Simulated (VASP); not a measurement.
# Hf in VASP: a series of runs, part 2 of 2

VASP 6.6.1.

**3. Relaxation of the atoms, PBE+D4**

The input, INCAR:

```
SYSTEM = Hf
ALGO = Normal
DIPOL = 0.5 0.5 0.294
EDIFF = 1E-6
EDIFFG = -0.01
ENCUT = 520
GGA = PE
IBRION = 2
IDIPOL = 3
ISIF = 2
ISMEAR = 0
IVDW = 13
LASPH = .TRUE.
LCHARG = .FALSE.
LDIPOL = .TRUE.
LREAL = .FALSE.
LWAVE = .FALSE.
NELM = 80
NSW = 40
PREC = Accurate
SIGMA = 0.05
```

The input, KPOINTS:

```
k-points
0
G
  10 10 1
  0 0 0
```

The input, POSCAR:

```
Hf
1.0
    2.7787600000      0.0000000000      0.0000000000
    0.0000000000      2.7787600000      0.0000000000
    0.0000000000      0.0000000000     23.8000000000
Hf
1
Selective dynamics
Direct
    0.0000000000      0.0000000000      0.2941200000  F F F
```

Potentials or basis: VASP PAW PBE potentials, release 64 (Hf_pv).

Command:

```bash
$ cat potpaw_PBE.64/Hf_pv/POTCAR > POTCAR
$ mpirun -np 1 vasp_std > vasp.out
```

OUTCAR:

```text
SYSTEM = Hf
   EDIFF = 1E-6
   EDIFFG = -0.01
   ENCUT = 520
   GGA = PE
   IBRION = 2
   ISIF = 2
   ISMEAR = 0
   IVDW = 13
   LASPH = .TRUE.
   LREAL = .FALSE.
   NELM = 80
   NSW = 40
   PREC = Accurate

 ion  position               nearest neighbor table
   1  0.000  0.000  0.294-

  LATTYP: Found a simple tetragonal cell.
 ALAT       =     2.7787600000
 C/A-ratio  =     8.5649714261

  Lattice vectors:

 A1 = (   2.7787600000,   0.0000000000,   0.0000000000)
 A2 = (   0.0000000000,   2.7787600000,   0.0000000000)
 A3 = (   0.0000000000,   0.0000000000,  23.8000000000)

Analysis of symmetry for initial positions (statically):
=====================================================================
 Subroutine PRICEL returns:
 Original cell was already a primitive cell.

 Routine SETGRP: Setting up the symmetry group for a
 simple tetragonal supercell.

 Subroutine GETGRP returns: Found 16 space group operations
 (whereof  8 operations were pure point group operations)
 out of a pool of 16 trial point group operations.

The static configuration has the point symmetry C_4v.
 The point group associated with its full space group is D_4h.

Analysis of symmetry for dynamics (positions and initial velocities):
=====================================================================
 Subroutine PRICEL returns:
 Original cell was already a primitive cell.

 Routine SETGRP: Setting up the symmetry group for a
 simple tetragonal supercell.

 Subroutine GETGRP returns: Found 16 space group operations
 (whereof  8 operations were pure point group operations)
 out of a pool of 16 trial point group operations.

The dynamic configuration has the point symmetry C_4v.
 The point group associated with its full space group is D_4h.

Analysis of constrained symmetry for selective dynamics:
=====================================================================
 Subroutine PRICEL returns:
 Original cell was already a primitive cell.

 Routine SETGRP: Setting up the symmetry group for a
 simple tetragonal supercell.

 Subroutine GETGRP returns: Found 16 space group operations
 (whereof  8 operations were pure point group operations)
 out of a pool of 16 trial point group operations.

The constrained configuration has the point symmetry C_4v.
 The point group associated with its full space group is D_4h.

 Subroutine INISYM returns: Found 16 space group operations
 (whereof  8 operations are pure point group operations),
 and found     1 'primitive' translations

----------------------------------------------------------------------------------------

                                     Primitive cell

  volume of cell :     183.7719

  direct lattice vectors                    reciprocal lattice vectors
     2.778760000  0.000000000  0.000000000     0.359872749  0.000000000  0.000000000
     0.000000000  2.778760000  0.000000000     0.000000000  0.359872749  0.000000000
     0.000000000  0.000000000 23.800000000     0.000000000  0.000000000  0.042016807

  length of vectors
     2.778760000  2.778760000 23.800000000     0.359872749  0.359872749  0.042016807

  position of ions in fractional coordinates (direct lattice)
     0.000000000  0.000000000  0.294120000

  ion indices of the primitive-cell ions
   primitive index   ion index
                 1           1
[... 54 lines left out ...]
   dimension x,y,z NGXF=    48 NGYF=   48 NGZF=  360
   ions per type =               1
   NGX,Y,Z   is equivalent  to a cutoff of  14.36, 14.36, 12.57 a.u.
   NGXF,Y,Z  is equivalent  to a cutoff of  28.72, 28.72, 25.15 a.u.
 SYSTEM =  Hf
   PREC   = accura    normal or accurate (medium, high low for compatibility)
   ISTART =      0    job   : 0-new  1-cont  2-samecut
   ICHARG =      2    charge: 1-file 2-atom 10-const
   ISPIN  =      1    spin polarized calculation?
   LNONCOLLINEAR =      F non collinear calculations
   LSORBIT =      F    spin-orbit coupling
   LASPH  =      T    aspherical Exc in radial PAW
   ENCUT  =  520.0 eV  38.22 Ry    6.18 a.u.   5.17  5.17 44.25*2*pi/ulx,y,z
   NELM   =     80;   NELMIN=  2; NELMDL= -5     # of ELM steps
   EDIFF  = 0.1E-05   stopping-criterion for ELM
   LREAL  =      F    real-space projection
   EDIFFG = -.1E-01   stopping-criterion for IOM
   NSW    =     40    number of steps for IOM
   IBRION =      2    ionic relax: 0-MD 1-quasi-New 2-CG
   NFREE  =      1    steps in history (QN), initial steepest desc. (CG)
   ISIF   =      2    stress and relaxation
   ISYM   =      2    0-nonsym 1-usesym 2-fastsym
   POTIM  = 0.5000    time-step for ionic-motion
   TEBEG  =    0.0;   TEEND  =   0.0 temperature during run
   PSTRESS=    0.0 pullay stress
   NELECT =      10.0000    total number of electrons
   NUPDOWN=      -1.0000    fix difference up-down
   EMIN   =  10.00;   EMAX   =-10.00  energy-range for DOS
   EFERMI =   0.00;   METHOD = LEGACY
   ISMEAR =     0;   SIGMA  =   0.05  broadening in eV -4-tet -1-fermi 0-gaus
   EFERMI_NEDOS =   21; number of points for ismear=-14 and -15
   IALGO  =     38    algorithm
   IMIX   =      4    mixing-type and parameters
     AMIX     =   0.40;   BMIX     =  1.00
     AMIX_MAG =   1.60;   BMIX_MAG =  1.00
  volume/ion in A,a.u.               =     183.77      1240.15
  Fermi-wavevector in a.u.,A,eV,Ry     =   0.620367  1.172323  5.236268  0.384855
  Thomas-Fermi vector in A             =   1.679493
   LORBIT       =      0    0 simple, 1 ext, 2 COOP (PROOUT), +10 PAW based schemes
   GGA     = PE    functional components
   LHFCALC =     F    Hartree Fock is set to
   AEXX    =    0.0000 exact exchange contribution
   IVDW    =    13    specifies the selected vdW correction
   LEPSILON=     F    determine dielectric tensor
   LRPA    =     F    only Hartree local field effects (RPA)
 conjugate gradient relaxation of ions
 non-spin polarized calculation
 Gauss-broadening in eV      SIGMA  =   0.05
  energy-cutoff  :      520.00
  volume of cell :      183.77
 maximum number of plane-waves:      4993
 NGX is ok and might be reduce to    24
   NGX = 11   NGY = 11   NGZ = 89

 dipolmoment           0.000000      0.000000     -0.000001 electrons x Angstroem

 number of electron      10.0000000 magnetization

 dipolmoment           0.000000      0.000000      0.000001 electrons x Angstroem

 Free energy of the ion-electron system (eV)
  ---------------------------------------------------
  ext. energy  EPLUGINS =         0.00000000
  ---------------------------------------------------
  free energy    TOTEN  =        -7.45992941 eV

  energy without entropy =       -7.45404521  energy(sigma->0) =       -7.45698731

 E-fermi :  -3.0863     XC(G=0):  -2.1587

 val. band max:       -3.1288751134   @ k =   0.2000   0.0000   0.0000
 cond. band min:      -3.0853087851   @ k =   0.2000   0.1000   0.0000
 fundamental gap:      0.0435663283
 Fermi energy:        -3.0862782019

 k-point     1 :       0.0000    0.0000    0.0000
  band No.  band energies     occupation
      1     -34.0631      2.00000
      2     -33.0881      2.00000
      3     -33.0881      2.00000
      4      -8.3139      2.00000
      5      -4.6320      2.00000
      6      -3.4259      2.00000
      7      -2.8419      0.00000
      8       0.8626      0.00000
      9       1.0969      0.00000
[... 229 lines left out ...]
 k-point    21 :       0.5000    0.5000    0.0000
  band No.  band energies     occupation
      1     -34.2416      2.00000
      2     -34.2416      2.00000
      3     -33.7557      2.00000
      4      -5.9692      2.00000
      5      -2.6666      0.00000
      6      -2.6666      0.00000
      7       0.2096      0.00000
      8       4.0539      0.00000
      9       4.0539      0.00000

------------------------ aborting loop because EDIFF is reached ----------------------------------------

 vacuum level on the upper side and lower side of the slab       (xc-potential included)        -0.009        -0.009

  DFT-D4 for vdW energy calculation

  Edisp (eV):   -0.06899

  FORCE on cell =-STRESS in cart. coord.  units (eV):
  Direction    XX          YY          ZZ          XY          YZ          ZX
  --------------------------------------------------------------------------------------
  -------------------------------------------------------------------------------------
  Total      -0.27502    -0.27502    -0.00333     0.00000     0.00000     0.00000
  in kB      -2.39767    -2.39767    -0.02902     0.00000     0.00000     0.00000
  external pressure =       -1.61 kB  Pullay stress =        0.00 kB

 VOLUME and BASIS-vectors are now :
 -----------------------------------------------------------------------------
  energy-cutoff  :      520.00
  volume of cell :      183.77
      direct lattice vectors                 reciprocal lattice vectors
     2.778760000  0.000000000  0.000000000     0.359872749  0.000000000  0.000000000
     0.000000000  2.778760000  0.000000000     0.000000000  0.359872749  0.000000000
     0.000000000  0.000000000 23.800000000     0.000000000  0.000000000  0.042016807

 POSITION                                       TOTAL-FORCE (eV/Angst)
 -----------------------------------------------------------------------------------
      0.00000      0.00000      7.00006         0.000000      0.000000      0.000000
 -----------------------------------------------------------------------------------
    total drift:                                0.000000      0.000000      0.000018

  FREE ENERGIE OF THE ION-ELECTRON SYSTEM (eV)
  ---------------------------------------------------
  free  energy   TOTEN  =        -7.5289224929 eV

  energy  without entropy=       -7.5230382885  energy(sigma->0) =       -7.52598039

 reached required accuracy - stopping structural energy minimisation

 vacuum level on the upper side and lower side of the slab         1.184         1.184
```

CONTCAR:

```text
Hf
   1.00000000000000
     2.7787600000000001    0.0000000000000000    0.0000000000000000
     0.0000000000000000    2.7787600000000001    0.0000000000000000
     0.0000000000000000    0.0000000000000000   23.8000000000000007
  Hf
     1
Selective dynamics
Direct
     0.0000000000000000    0.0000000000000000    0.2941199999999995   F   F   F

  0.00000000E+00  0.00000000E+00  0.00000000E+00
```

Wall time 1.8 min (1 thread of AMD EPYC 7R43 (Zen 3), shared host); peak memory 0.26 GiB.

Results:

* Free energy: -7.5289 eV
* Band gap on the k mesh: none (metal or under the smearing width)
* Dispersion energy per atom: -0.069 eV

Final structure:
```
Hf
1.0
     2.77876    0.00000    0.00000
     0.00000    2.77876    0.00000
     0.00000    0.00000   23.80000
Hf
1
Direct
  0.00000 0.00000 0.29412
```

Levels at points of the mesh, in eV from the Fermi level:
| k point | band 3 | band 4 | band 5 | band 6 | band 7 | band 8 |
| --- | --- | --- | --- | --- | --- | --- |
| (0.00, 0.00, 0.00) | -30.00 | -5.23 | -1.55 | -0.34 | 0.24 | 3.95 |
| (0.50, 0.00, 0.00) | -29.88 | -1.77 | -1.28 | 1.62 | 1.73 | 3.50 |
| (0.50, 0.50, 0.00) | -30.67 | -2.88 | 0.42 | 0.42 | 3.30 | 7.14 |

Caveat: the relaxation stopped at its first step, so nothing moved.
